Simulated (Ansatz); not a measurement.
# HgSe: equation of state with PBE

Crystal: HgSe.

```xyz
2
Lattice="0.0000 3.0390 3.0390 3.0390 0.0000 3.0390 3.0390 3.0390 0.0000" Properties=species:S:1:pos:R:3 pbc="T T T"
Hg    0.0000    0.0000    0.0000
Se    4.5585    4.5585    4.5585
```

- Program: Ansatz 0.2.0
- Task: equation of state
- Functional: PBE
- Potentials or basis: PseudoDojo standard
- Cutoff: 1170 eV
- Density cutoff: 4680 eV
- k mesh: 8 × 8 × 8
- Occupations: fermi-dirac, width 0.05 eV
- Spin: no spin polarisation

- Equilibrium volume: 30.62 Å³/atom (rough: see the caveat)
- Bulk modulus: 43 GPa (rough)

Energy against volume, from the lowest point:
```tsv
volume (Å³/atom)	energy (meV/atom)
26.383	102.34
26.944	72.89
27.505	49.14
28.067	30.49
28.628	16.39
29.189	6.37
29.751	0.00
```

All runs of the series together: 88 s on 2 threads of Intel(R) Xeon(R) Processor @ 2.50GHz (Skylake/Cascade Lake), on a shared host.

Caveat: the minimum lies outside the volumes run. The run has no spin-orbit coupling, so splittings on Hg are missing.
